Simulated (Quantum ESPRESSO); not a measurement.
A calculation with Quantum ESPRESSO 7.5 of SnTe (native input, structure typed inline):

pw.in

```
&CONTROL
  calculation = 'scf'
  prefix = 'pwscf'
  outdir = './tmp'
  pseudo_dir = './pseudo'
  tprnfor = .true.
  tstress = .true.
  disk_io = 'low'
/
&SYSTEM
  ibrav = 0
  nat = 2
  ntyp = 2
  ecutwfc = 68
  ecutrho = 544
  nbnd = 16
  occupations = 'smearing'
  smearing = 'fd'
  degauss = 0.00367493
/
&ELECTRONS
  conv_thr = 4d-10
  electron_maxstep = 120
  mixing_beta = 0.5
/
ATOMIC_SPECIES
Te   127.6000 te_pbesol_v1.uspp.F.UPF
Sn   118.7100 sn_pbesol_v1.4.uspp.F.UPF
CELL_PARAMETERS angstrom
   0.0000000000    3.1508500000    3.1508500000
   3.1508500000    0.0000000000    3.1508500000
   3.1508500000    3.1508500000    0.0000000000
ATOMIC_POSITIONS crystal
Te     0.5000000000    0.5000000000    0.5000000000
Sn     0.0000000000    0.0000000000    0.0000000000
K_POINTS automatic
7 7 7 0 0 0
```

The input pp_density.in:

```
&INPUTPP
  prefix = 'pwscf'
  outdir = './tmp'
  filplot = 'density.dat'
  plot_num = 0
/
&PLOT
  nfile = 1
  filepp(1) = 'density.dat'
  iflag = 3
  output_format = 6
  fileout = 'density.cube'
/
```

File pp_potential.in:

```
&INPUTPP
  prefix = 'pwscf'
  outdir = './tmp'
  filplot = 'potential.dat'
  plot_num = 11
/
&PLOT
  nfile = 1
  filepp(1) = 'potential.dat'
  iflag = 3
  output_format = 6
  fileout = 'potential.cube'
/
```

Potentials or basis: GBRV 1.5 PBEsol.

Launch:

```bash
$ OMP_NUM_THREADS=1 mpirun -n 2 pw.x -nk 2 -in pw.in > pw.out
$ OMP_NUM_THREADS=1 mpirun -n 1 pp.x -in pp_density.in > pp_density.out
$ OMP_NUM_THREADS=1 mpirun -n 1 pp.x -in pp_potential.in > pp_potential.out
```

Q: Write the same calculation in another form: ASE script, structure typed inline.

A: As run:

File run.py:

```python
import numpy as np
from ase.calculators.espresso import Espresso, EspressoProfile
from ase import Atoms

atoms = Atoms(['Te', 'Sn'],
              cell=[[0.0, 3.15085, 3.15085], [3.15085, 0.0, 3.15085], [3.15085, 3.15085, 0.0]],
              scaled_positions=[[0.5, 0.5, 0.5], [0.0, 0.0, 0.0]],
              pbc=True)

input_data = {
    'control': {'calculation': 'scf', 'prefix': 'pwscf', 'outdir': './tmp', 'tprnfor': True, 'tstress': True, 'disk_io': 'nowf'},
    'system': {'ecutwfc': 68.0, 'ecutrho': 544.0, 'nbnd': 16, 'occupations': 'smearing', 'smearing': 'fd', 'degauss': 0.00367493},
    'electrons': {'conv_thr': 4e-10, 'electron_maxstep': 120, 'mixing_beta': 0.5},
}
pseudopotentials = {'Sn': 'sn_pbesol_v1.4.uspp.F.UPF', 'Te': 'te_pbesol_v1.uspp.F.UPF'}
profile = EspressoProfile(command='mpirun -n 2 pw.x -nk 2', pseudo_dir='pseudo')
dft = Espresso(profile=profile, input_data=input_data, pseudopotentials=pseudopotentials, kpts=(7, 7, 7), koffset=(0, 0, 0))
atoms.calc = dft

print(f'energy {atoms.get_potential_energy():.8f} eV')
print('forces (eV/A)')
print(np.round(atoms.get_forces(), 6))
print('stress (eV/A^3, Voigt)')
print(np.round(atoms.get_stress(), 8))
print(f'Fermi level {dft.get_fermi_level():.4f} eV')
```

Potentials or basis: GBRV 1.5 PBEsol.

Run with:

```console
$ OMP_NUM_THREADS=1 python run.py
```

Both were run:

|  | native input, structure typed inline | ASE script, structure typed inline |
| --- | --- | --- |
| Pressure | -0.6 GPa | -0.6 GPa |

Keys that steer only the numerical path or the files written may differ.
